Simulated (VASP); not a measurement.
# InP (F-43m) in VASP: notebook

Runs on InP. Level: PBE. Tasks: band structure, Born charges and dielectric tensor.

All numbers are computed with VASP 6.6.1; they aren't measurements. Logs are shortened: lines on timing, memory, paths and dates and some standing lists are left out, and cuts for length are marked.

**Experimental background.**

From a printed reference work, data compilation, for a bulk crystal of InP at 1.6 K: band gap 1.4236 eV (direct).

A printed reference work, textbook reports, for a bulk crystal of InP at 300 K: high-frequency dielectric constant 9.61.

The runs below are set against these values where they give the same quantity.

### 1 The structure

The structure is cubic, space group F-43m (No. 216). Conventional cell: a = 6.000 Å, b = 6.000 Å, c = 6.000 Å, α = 90.00°, β = 90.00°, γ = 90.00°. In (site symmetry -43m) has 4 P at 2.60 Å as nearest neighbours. Around P (site symmetry -43m) lie 4 In at 2.60 Å.

### 2 Band structure, PBE

POSCAR

```
InP                                     
1.0
    0.0000000000      3.0001587213      3.0001587213
    3.0001587213      0.0000000000      3.0001587213
    3.0001587213      3.0001587213      0.0000000000
  In              P             
     1     1
Direct
     0.0000000000000000    0.0000000000000000    0.0000000000000000
     0.2500000000000000    0.2500000000000000    0.2500000000000000
```

INCAR.step1

```
PREC = Accurate ; ENCUT = 520
EDIFF = 1E-7 ; ISMEAR = 0
SIGMA = 0.02 ; LREAL = F
LASPH = T ; NELM = 80
ALGO = Fast ; ISIF = 2
LWAVE = F ; LCHARG = T
GGA = PE
```

KPOINTS.step1

```
regular mesh
0
Gamma
  10 10 10
```

INCAR.step2

```
PREC = Accurate ; ENCUT = 520
EDIFF = 1E-7 ; ISMEAR = 0
SIGMA = 0.05 ; LREAL = F
LASPH = T ; NELM = 80
ALGO = Fast ; ISIF = 2
LWAVE = F ; LCHARG = F
GGA = PE ; ICHARG = 11
```

KPOINTS.step2

```
path GXWKGLUWLK,UX
10
line-mode
reciprocal
 0.0000000000  0.0000000000  0.0000000000  G
 0.5000000000  0.0000000000  0.5000000000  X

 0.5000000000  0.0000000000  0.5000000000  X
 0.5000000000  0.2500000000  0.7500000000  W

 0.5000000000  0.2500000000  0.7500000000  W
 0.3750000000  0.3750000000  0.7500000000  K

 0.3750000000  0.3750000000  0.7500000000  K
 0.0000000000  0.0000000000  0.0000000000  G

 0.0000000000  0.0000000000  0.0000000000  G
 0.5000000000  0.5000000000  0.5000000000  L

 0.5000000000  0.5000000000  0.5000000000  L
 0.6250000000  0.2500000000  0.6250000000  U

 0.6250000000  0.2500000000  0.6250000000  U
 0.5000000000  0.2500000000  0.7500000000  W

 0.5000000000  0.2500000000  0.7500000000  W
 0.5000000000  0.5000000000  0.5000000000  L

 0.5000000000  0.5000000000  0.5000000000  L
 0.3750000000  0.3750000000  0.7500000000  K

 0.6250000000  0.2500000000  0.6250000000  U
 0.5000000000  0.0000000000  0.5000000000  X
```

Potentials or basis: VASP PAW PBE potentials, release 64 (In, P).

Run with:

```
$ cat potpaw_PBE.64/In/POTCAR potpaw_PBE.64/P/POTCAR > POTCAR
$ cp INCAR.step1 INCAR
$ cp KPOINTS.step1 KPOINTS
$ mpirun -np 1 vasp_std > vasp.out
$ cp INCAR.step2 INCAR
$ cp KPOINTS.step2 KPOINTS
$ mpirun -np 1 vasp_std > vasp.out
```

OUTCAR:

```text
PREC = Accurate
   ENCUT = 520
   EDIFF = 1E-7
   ISMEAR = 0
   LREAL = F
   LASPH = T
   NELM = 80
   ISIF = 2
   GGA = PE
   ICHARG = 11

 ion  position               nearest neighbor table
   1  0.000  0.000  0.000-   2 2.60   2 2.60   2 2.60   2 2.60
   2  0.250  0.250  0.250-   1 2.60   1 2.60   1 2.60   1 2.60

  LATTYP: Found a face centered cubic cell.
 ALAT       =     6.0003174426

  Lattice vectors:

 A1 = (   0.0000000000,   3.0001587213,   3.0001587213)
 A2 = (   3.0001587213,   0.0000000000,   3.0001587213)
 A3 = (   3.0001587213,   3.0001587213,   0.0000000000)

Analysis of symmetry for initial positions (statically):
=====================================================================
 Subroutine PRICEL returns:
 Original cell was already a primitive cell.

 Routine SETGRP: Setting up the symmetry group for a
 face centered cubic supercell.

 Subroutine GETGRP returns: Found 24 space group operations
 (whereof 24 operations were pure point group operations)
 out of a pool of 48 trial point group operations.

The static configuration has the point symmetry T_d .

Analysis of symmetry for dynamics (positions and initial velocities):
=====================================================================
 Subroutine PRICEL returns:
 Original cell was already a primitive cell.

 Routine SETGRP: Setting up the symmetry group for a
 face centered cubic supercell.

 Subroutine GETGRP returns: Found 24 space group operations
 (whereof 24 operations were pure point group operations)
 out of a pool of 48 trial point group operations.

The dynamic configuration has the point symmetry T_d .

 Subroutine INISYM returns: Found 24 space group operations
 (whereof 24 operations are pure point group operations),
 and found     1 'primitive' translations

----------------------------------------------------------------------------------------

                                     Primitive cell

  volume of cell :      54.0086

  direct lattice vectors                    reciprocal lattice vectors
     0.000000000  3.000158721  3.000158721    -0.166657849  0.166657849  0.166657849
     3.000158721  0.000000000  3.000158721     0.166657849 -0.166657849  0.166657849
     3.000158721  3.000158721  0.000000000     0.166657849  0.166657849 -0.166657849

  length of vectors
     4.242865153  4.242865153  4.242865153     0.288659862  0.288659862  0.288659862

[... 79 lines left out ...]
   NFREE  =      0    steps in history (QN), initial steepest desc. (CG)
   ISIF   =      2    stress and relaxation
   ISYM   =      2    0-nonsym 1-usesym 2-fastsym
   POTIM  = 0.5000    time-step for ionic-motion
   TEBEG  =    0.0;   TEEND  =   0.0 temperature during run
   PSTRESS=    0.0 pullay stress
   NELECT =       8.0000    total number of electrons
   NUPDOWN=      -1.0000    fix difference up-down
   EMIN   =  10.00;   EMAX   =-10.00  energy-range for DOS
   EFERMI =   0.00;   METHOD = LEGACY
   ISMEAR =     0;   SIGMA  =   0.05  broadening in eV -4-tet -1-fermi 0-gaus
   EFERMI_NEDOS =   21; number of points for ismear=-14 and -15
   IALGO  =     68    algorithm
   IMIX   =      4    mixing-type and parameters
     AMIX     =   0.40;   BMIX     =  1.00
     AMIX_MAG =   1.60;   BMIX_MAG =  1.00
  volume/ion in A,a.u.               =      27.00       182.23
  Fermi-wavevector in a.u.,A,eV,Ry     =   0.866198  1.636877 10.208441  0.750299
  Thomas-Fermi vector in A             =   1.984552
   LORBIT       =      0    0 simple, 1 ext, 2 COOP (PROOUT), +10 PAW based schemes
   GGA     = PE    functional components
   LHFCALC =     F    Hartree Fock is set to
   AEXX    =    0.0000 exact exchange contribution
   IVDW    =     0    specifies the selected vdW correction
   LEPSILON=     F    determine dielectric tensor
   LRPA    =     F    only Hartree local field effects (RPA)
 non-spin polarized calculation
 RMM-DIIS sequential band-by-band and
 Gauss-broadening in eV      SIGMA  =   0.05
  energy-cutoff  :      520.00
  volume of cell :       54.01
 maximum number of plane-waves:      1472
 NGX is ok and might be reduce to    32

 number of electron       8.0000001 magnetization

 Free energy of the ion-electron system (eV)
  ---------------------------------------------------
  ext. energy  EPLUGINS =         0.00000000
  ---------------------------------------------------
  free energy    TOTEN  =        -8.52759143 eV

  energy without entropy =       -8.52759143  energy(sigma->0) =       -8.52759143

 E-fermi :   3.4156     XC(G=0):  -8.7397

 val. band max:        3.2222578361   @ k =   0.0000   0.0000   0.0000
 cond. band min:       3.6017925406   @ k =   0.0000   0.0000   0.0000
 fundamental gap:      0.3795347045
 Fermi energy:         3.4155889402

 k-point     1 :       0.0000    0.0000    0.0000
  band No.  band energies     occupation
      1      -7.8126      2.00000
      2       3.2223      2.00000
      3       3.2223      2.00000
      4       3.2223      2.00000
      5       3.6018      0.00000
      6       7.3501      0.00000
      7       7.3501      0.00000
      8       7.3501      0.00000
[... 243 lines left out ...]
 k-point    24 :       0.4583    0.2917    0.7500
  band No.  band energies     occupation
      1      -5.8983      2.00000
      2      -2.0518      2.00000
      3       0.4054      2.00000
      4       0.9050      2.00000
      5       6.7800      0.00000
      6       7.5202      0.00000
      7       9.0727      0.00000
      8       9.7723      0.00000

 [... further k-points ...]

------------------------ aborting loop because EDIFF is reached ----------------------------------------

  FORCE on cell =-STRESS in cart. coord.  units (eV):
  Direction    XX          YY          ZZ          XY          YZ          ZX
  --------------------------------------------------------------------------------------
  -------------------------------------------------------------------------------------
  Total       -0.2407394     -0.2407394     -0.2407394     -0.0000000     -0.0000000      0.0000000
  in kB       -7.1415911     -7.1415911     -7.1415911     -0.0000000     -0.0000000      0.0000000
  external PRESSURE =      -7.1415911 kB  Pullay stress =       0.0000000 kB

 VOLUME and BASIS-vectors are now :
 -----------------------------------------------------------------------------
  energy-cutoff  :      520.00
  volume of cell :       54.01
      direct lattice vectors                 reciprocal lattice vectors
     0.000000000  3.000158721  3.000158721    -0.166657849  0.166657849  0.166657849
     3.000158721  0.000000000  3.000158721     0.166657849 -0.166657849  0.166657849
     3.000158721  3.000158721  0.000000000     0.166657849  0.166657849 -0.166657849

 POSITION                                       TOTAL-FORCE (eV/Angst)
 -----------------------------------------------------------------------------------
      0.00000      0.00000      0.00000        -0.000000     -0.000000      0.000000
      1.50008      1.50008      1.50008         0.000000      0.000000     -0.000000
 -----------------------------------------------------------------------------------
    total drift:                               -0.000000     -0.000000     -0.000000

  FREE ENERGIE OF THE ION-ELECTRON SYSTEM (eV)
  ---------------------------------------------------
  free  energy   TOTEN  =        -8.5275914298 eV

  energy  without entropy=       -8.5275914282  energy(sigma->0) =       -8.52759143
```

OUTCAR.step1:

```text
PREC = Accurate
   ENCUT = 520
   EDIFF = 1E-7
   ISMEAR = 0
   LREAL = F
   LASPH = T
[... 486 lines left out ...]
 -----------------------------------------------------------------------------------
      0.00000      0.00000      0.00000         0.000000      0.000000     -0.000000
      1.50008      1.50008      1.50008         0.000000     -0.000000      0.000000
 -----------------------------------------------------------------------------------
    total drift:                               -0.000000     -0.000000     -0.000000

  FREE ENERGIE OF THE ION-ELECTRON SYSTEM (eV)
  ---------------------------------------------------
  free  energy   TOTEN  =        -8.3445747874 eV

  energy  without entropy=       -8.3445747874  energy(sigma->0) =       -8.34457479
```

Run time: 16 s. Hardware: 1 thread of Intel Xeon 6975P-C (Granite Rapids), shared host; peak memory 0.2 GiB.

What came out:

* Band gap on the k mesh: 0.38 eV, direct
* Band gap along the path: 0.38 eV, direct

Levels at the corners of the path, in eV from the valence-band top:
| point | band 1 | band 2 | band 3 | band 4 | band 5 | band 6 | band 7 | band 8 |
| --- | --- | --- | --- | --- | --- | --- | --- | --- |
| Γ | -11.03 | 0.00 | 0.00 | 0.00 | 0.38 | 4.13 | 4.13 | 4.13 |
| X | -9.14 | -5.42 | -2.08 | -2.08 | 1.90 | 2.30 | 8.80 | 9.16 |
| X | -9.14 | -5.42 | -2.08 | -2.08 | 1.90 | 2.30 | 8.80 | 9.16 |
| W | -9.10 | -5.28 | -2.67 | -2.59 | 4.13 | 4.30 | 5.43 | 6.23 |
| W | -9.10 | -5.28 | -2.67 | -2.59 | 4.13 | 4.30 | 5.43 | 6.23 |
| K | -9.17 | -5.28 | -2.97 | -1.74 | 2.41 | 4.27 | 7.36 | 7.37 |
| K | -9.17 | -5.28 | -2.97 | -1.74 | 2.41 | 4.27 | 7.33 | 7.37 |
| Γ | -11.03 | 0.00 | 0.00 | 0.00 | 0.38 | 4.13 | 4.13 | 4.13 |
| Γ | -11.03 | 0.00 | 0.00 | 0.00 | 0.38 | 4.13 | 4.13 | 4.13 |
| L | -9.69 | -5.34 | -0.87 | -0.87 | 1.37 | 4.83 | 4.83 | 6.95 |
| L | -9.69 | -5.34 | -0.87 | -0.87 | 1.37 | 4.83 | 4.83 | 6.95 |
| U | -9.17 | -5.28 | -2.97 | -1.74 | 2.41 | 4.27 | 7.35 | 7.38 |
| U | -9.17 | -5.28 | -2.97 | -1.74 | 2.41 | 4.27 | 7.33 | 7.37 |
| W | -9.10 | -5.28 | -2.67 | -2.59 | 4.13 | 4.30 | 5.43 | 6.23 |
| W | -9.10 | -5.28 | -2.67 | -2.59 | 4.13 | 4.30 | 5.43 | 6.23 |
| L | -9.69 | -5.34 | -0.87 | -0.87 | 1.37 | 4.83 | 4.83 | 6.95 |
| L | -9.69 | -5.34 | -0.87 | -0.87 | 1.37 | 4.83 | 4.83 | 6.95 |
| K | -9.17 | -5.28 | -2.97 | -1.74 | 2.41 | 4.27 | 7.33 | 7.37 |
| U | -9.17 | -5.28 | -2.97 | -1.74 | 2.41 | 4.27 | 7.33 | 7.37 |
| X | -9.14 | -5.42 | -2.08 | -2.08 | 1.90 | 2.30 | 8.81 | 9.16 |

Caveat: the log is that of the step along the path at fixed density, whose energy, stress, charges and moments have no meaning; spin-orbit coupling is left out, which moves the levels of the heavy elements.

### 3 Born charges and dielectric tensor, PBE

INCAR

```
SYSTEM = InP
PREC = Accurate
ENCUT = 520
EDIFF = 1E-8
ISMEAR = 0
SIGMA = 0.02
LREAL = .FALSE.
LASPH = .TRUE.
NELM = 80
ALGO = Fast
ISIF = 2
LWAVE = .FALSE.
LCHARG = .FALSE.
GGA = PE
LEPSILON = .TRUE.
IBRION = 8
NSW = 1
```

KPOINTS

```
regular mesh
0
G
  10 10 10
  0 0 0
```

POSCAR is that of step 2.

Potentials or basis: VASP PAW PBE potentials, release 64 (In, P).

Run with:

```
$ cat potpaw_PBE.64/In/POTCAR potpaw_PBE.64/P/POTCAR > POTCAR
$ mpirun -np 1 vasp_std > vasp.out
```

OUTCAR:

```text
SYSTEM = InP
   PREC = Accurate
   ENCUT = 520
   EDIFF = 1E-8
   ISMEAR = 0
   LREAL = .FALSE.
   LASPH = .TRUE.
   NELM = 80
   ISIF = 2
   GGA = PE
   LEPSILON = .TRUE.
   IBRION = 8
   NSW = 1

 ion  position               nearest neighbor table
   1  0.000  0.000  0.000-   2 2.60   2 2.60   2 2.60   2 2.60
   2  0.250  0.250  0.250-   1 2.60   1 2.60   1 2.60   1 2.60

  LATTYP: Found a face centered cubic cell.
 ALAT       =     6.0003174426

  Lattice vectors:

 A1 = (   0.0000000000,   3.0001587213,   3.0001587213)
 A2 = (   3.0001587213,   0.0000000000,   3.0001587213)
 A3 = (   3.0001587213,   3.0001587213,   0.0000000000)

Analysis of symmetry for initial positions (statically):
[... 569 lines left out ...]
  z     0.00000     0.00000     0.00000    -7.14351     0.00000     0.00000

 SECOND DERIVATIVES (NOT SYMMETRIZED)
 ------------------------------------
               1X          1Y          1Z          2X          2Y          2Z
  1X    -7.535264    0.000000    0.000000    7.535264    0.000000    0.000000
  1Y     0.000000   -7.535264    0.000000    0.000000    7.535264    0.000000
  1Z     0.000000    0.000000   -7.535264    0.000000    0.000000    7.535264
  2X     7.541432    0.000000    0.000000   -7.541432    0.000000    0.000000
  2Y     0.000000    7.541432    0.000000    0.000000   -7.541432    0.000000
  2Z     0.000000    0.000000    7.541432    0.000000    0.000000   -7.541432

 Eigenvectors and eigenvalues of the dynamical matrix
 ----------------------------------------------------

   1 f  =    8.691652 THz    54.611258 2PiTHz  289.922290 cm-1    35.945766 meV
             X         Y         Z           dx          dy          dz
      0.000000  0.000000  0.000000     0.000000    0.460775    0.000000
      1.500079  1.500079  1.500079     0.000000   -0.887517    0.000000
[... 21 lines left out ...]
   6 f/i=    0.001454 THz     0.009136 2PiTHz    0.048500 cm-1     0.006013 meV
             X         Y         Z           dx          dy          dz
      0.000000  0.000000  0.000000     0.000000    0.000000    0.887517
      1.500079  1.500079  1.500079     0.000000    0.000000    0.460775

--------------------------------------------------------------------------------------------------------

 MACROSCOPIC STATIC DIELECTRIC TENSOR IONIC CONTRIBUTION
 ------------------------------------------------------
           3.603237     0.000000     0.000000
           0.000000     3.603237    -0.000000
           0.000000    -0.000000     3.603237
 ------------------------------------------------------

 ELASTIC MODULI CONTR FROM IONIC RELAXATION (kBar)
 Direction    XX          YY          ZZ          XY          YZ          ZX
 --------------------------------------------------------------------------------
 XX          -0.0000     -0.0000     -0.0000      0.0000      0.0000      0.0000
 YY          -0.0000     -0.0000     -0.0000      0.0000      0.0000     -0.0000
 ZZ          -0.0000     -0.0000     -0.0000     -0.0000      0.0000      0.0000
 XY           0.0000      0.0000     -0.0000   -191.8885     -0.0000      0.0000
 YZ           0.0000      0.0000      0.0000     -0.0000   -191.8885      0.0000
 ZX           0.0000     -0.0000      0.0000      0.0000      0.0000   -191.8885
 --------------------------------------------------------------------------------

 PIEZOELECTRIC TENSOR IONIC CONTR  for field in x, y, z        (C/m^2)
          XX          YY          ZZ          XY          YZ          ZX
  --------------------------------------------------------------------------------
  x    -0.00000    -0.00000    -0.00000     0.00000     0.78243     0.00000
  y    -0.00000     0.00000    -0.00000    -0.00000    -0.00000     0.78243
  z    -0.00000    -0.00000     0.00000     0.78243     0.00000    -0.00000
```

OSZICAR:

```text
N       E                     dE             d eps       ncg     rms          rms(c)
DAV:   1     0.184553120046E+02    0.18455E+02   -0.32110E+03   760   0.785E+02
DAV:   2    -0.797860434775E+01   -0.26434E+02   -0.25978E+02  1160   0.924E+01
DAV:   3    -0.874854801063E+01   -0.76994E+00   -0.76994E+00   896   0.205E+01
DAV:   4    -0.875367449420E+01   -0.51265E-02   -0.51265E-02  1208   0.193E+00
[... 13 lines left out ...]
RMM:   9    -0.490413001081E-01    0.33913E-06    0.36390E-08  4416   0.227E-04    0.247E-05
RMM:  10    -0.490414981148E-01   -0.19801E-06   -0.43839E-09  4927   0.407E-05    0.240E-05
RMM:  11    -0.490415510350E-01   -0.52920E-07    0.35736E-09  4632   0.225E-05    0.303E-06
RMM:  12    -0.490415425468E-01    0.84882E-08   -0.32626E-09  4952   0.831E-06    0.142E-06
 Linear response finished
```

stdout:

```text
POSCAR found type information on POSCAR InP
 POSCAR found :  2 types and       2 ions
 scaLAPACK will be used
 LDA part: xc-table for (Slater+PW92), standard interpolation
 POSCAR, INCAR and KPOINTS ok, starting setup
 FFT: planning ... GRIDC
 FFT: planning ... GRID_SOFT
 FFT: planning ... GRID
[... 101 lines left out ...]
 LRF_COMMUTATOR internal error: the vector H(1)-e(1) S(1) |phi(0)> is not orthog
 onal to |phi(0)> (1.099468864439179E-004,4.204969705767780E-015)
 LRF_COMMUTATOR internal error: the vector H(1)-e(1) S(1) |phi(0)> is not orthog
 onal to |phi(0)> (-1.199657572879542E-004,-4.587996649263459E-014)
 LRF_COMMUTATOR internal error: the vector H(1)-e(1) S(1) |phi(0)> is not orthog
 onal to |phi(0)> (1.001949648508620E-004,-1.575302388534539E-014)
 LRF_COMMUTATOR internal error: the vector H(1)-e(1) S(1) |phi(0)> is not orthog
 onal to |phi(0)> (-1.335206602222083E-004,8.164302567337245E-014)
 LRF_COMMUTATOR int
```

Run time: 3.4 min. Hardware: 1 thread of Intel Xeon 6975P-C (Granite Rapids), shared host; peak memory 0.36 GiB.

What came out:

* Band gap on the k mesh: 0.38 eV, direct
* Electronic dielectric tensor (diagonal): 22.71
* Born charges (mean of the diagonal): In +2.85; P -2.85 e
* Highest phonon frequency at Γ, LO-TO splitting left out: 290 cm⁻¹

Levels at points of the mesh, in eV from the valence-band top:
```csv
k point,band 2,band 3,band 4,band 5,band 6,band 7
"(0.00, 0.00, 0.00)",0.00,0.00,0.00,0.38,4.12,4.12
"(0.50, 0.00, 0.00)",-5.34,-0.87,-0.87,1.37,4.83,4.83
"(0.50, 0.50, 0.00)",-5.43,-2.08,-2.08,1.90,2.29,8.79
```

Phonon frequencies in cm⁻¹ (negative: imaginary):
```tsv
q point	frequencies
(0.000, 0.000, 0.000)	0 0 0 290 290 290
```

Electronic dielectric tensor:
```
22.71  0.00  0.00
 0.00 22.71  0.00
 0.00  0.00 22.71
```

Born effective charge tensors (e):
atom 1, In
```
2.85 0.00 0.00
0.00 2.85 0.00
0.00 0.00 2.85
```
atom 2, P
```
-2.85  0.00  0.00
 0.00 -2.85  0.00
 0.00  0.00 -2.85
```

Caveat: the gap is small at this level, which inflates the dielectric constant; spin-orbit coupling is left out, which moves the levels of the heavy elements.

### 4 Comparison with measurements

Step 2. Measured gap of InP: 1.4236 eV (direct; 1.6 K; a printed reference work, data compilation). This calculation gives 0.38 eV (-1.04 eV). So large a miss can be the level of theory's own, or it may mean another phase, state or a wrong row. Spin-orbit coupling on In is left out. The value is that of PBE, without temperature or zero-point motion. Semilocal functionals fall short of measured gaps as a rule.

Step 3. A measured gap of InP is 1.4236 eV (direct; 1.6 K; a printed reference work, data compilation); the calculated 0.38 eV misses it by -1.05 eV. So large a miss can be the level of theory's own, or it may mean another phase, state or a wrong row. Spin-orbit coupling on In is left out. The value is that of PBE, without temperature or zero-point motion. Semilocal functionals fall short of measured gaps as a rule. Against the measured high-frequency dielectric constant of InP, 9.61 (300 K; a printed reference work, textbook), the calculated 22.71 is off by +136.3 %. So large a miss can be the level of theory's own, or it may mean another phase, state or a wrong row.
